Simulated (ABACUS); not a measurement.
CdSe (Cadmoselite): equation of state with PBE

The system is CdSe (Cadmoselite).

```
Cd Se
1.0
     4.30000    0.00000    0.00000
    -2.15000    3.72391    0.00000
     0.00000    0.00000    7.02000
Cd Se
2 2
Direct
  0.66667 0.33333 0.50000
  0.33333 0.66667 0.00000
  0.66667 0.33333 0.88500
  0.33333 0.66667 0.38500
```

```
Program             : ABACUS 3.10.1
Task                : equation of state
Functional          : PBE
Potentials or basis : PseudoDojo NC SR 0.4.1 PBE standard
Cutoff              : 1401 eV
Density cutoff      : 5606 eV
Basis               : plane waves
k mesh              : 5 × 5 × 3
Occupations         : fermi-dirac, width 0.05 eV
Spin                : no spin polarisation
```

```yaml
Equilibrium_volume: "29.85 Å³/atom (rough: see the caveat)"
Bulk_modulus_at_fixed_shape_and_positions: 45 GPa (rough)
```

Energy against volume, from the lowest point:
| volume (Å³/atom) | energy (meV/atom) |
| --- | --- |
| 26.416 | 69.14 |
| 27.540 | 28.90 |
| 28.665 | 7.04 |
| 29.789 | 0.00 |

All runs of the series together: 6.3 min on 4 threads of AMD EPYC (Zen 3) (shared host).

Caveat: the minimum lies outside the volumes run; the cell was scaled at fixed shape and fractional positions, which overstates the stiffness of a crystal with free parameters, most of all of layers and chains.
